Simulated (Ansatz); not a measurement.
Rows from a G0W0 calculation on AlAs (F-43m) (Ansatz 0.2.0; G0W0 on PBE, plane waves, PAW; PAW set soft_1; 6×6×6 mesh, 189 empty bands, screening to 150 eV, PAW set soft_1 files), in eV. Spin-orbit coupling is left out.

| row | k | band | start | Σx | Σc at the solution | Vxc |
| --- | --- | --- | --- | --- | --- | --- |
| A | Γ | c2 | 10.415 | -6.675 | -4.347 | -11.206 |
| B | Γ | v1 | 6.115 | -15.760 | 1.115 | -13.938 |
| C | (0.000, -0.500, -0.500) | c2 | 8.417 | -6.527 | -3.719 | -10.314 |
| D | (0.000, -0.500, -0.500) | v1 | 3.949 | -15.363 | 1.964 | -12.617 |
| E | Γ | c1 | 8.171 | -9.661 | -3.925 | -13.877 |
| F | (0.000, -0.500, -0.500) | c1 | 7.557 | -5.522 | -3.633 | -9.130 |

Q: Work out each quasiparticle level and how far it moved.

The quasiparticle equation reads E = start + Σx + Σc(E) − Vxc.

| row | E (eV) | shift (eV) |
| --- | --- | --- |
| A | 10.599 | +0.184 |
| B | 5.408 | −0.707 |
| C | 8.484 | +0.067 |
| D | 3.167 | −0.781 |
| E | 8.462 | +0.291 |
| F | 7.531 | −0.026 |

Limits: not at the basis limit; no spin-orbit coupling.

[Runs of the session that timed out or met a known fault of the program may be left out.]

[Cells called generated may have been cut or substituted from an entry of the Crystallography Open Database or the Materials Project.]

[Hosts, paths, dates, database ids (printed as entryN), source tags and the programs' standing remarks are cut or masked in the printed files.]
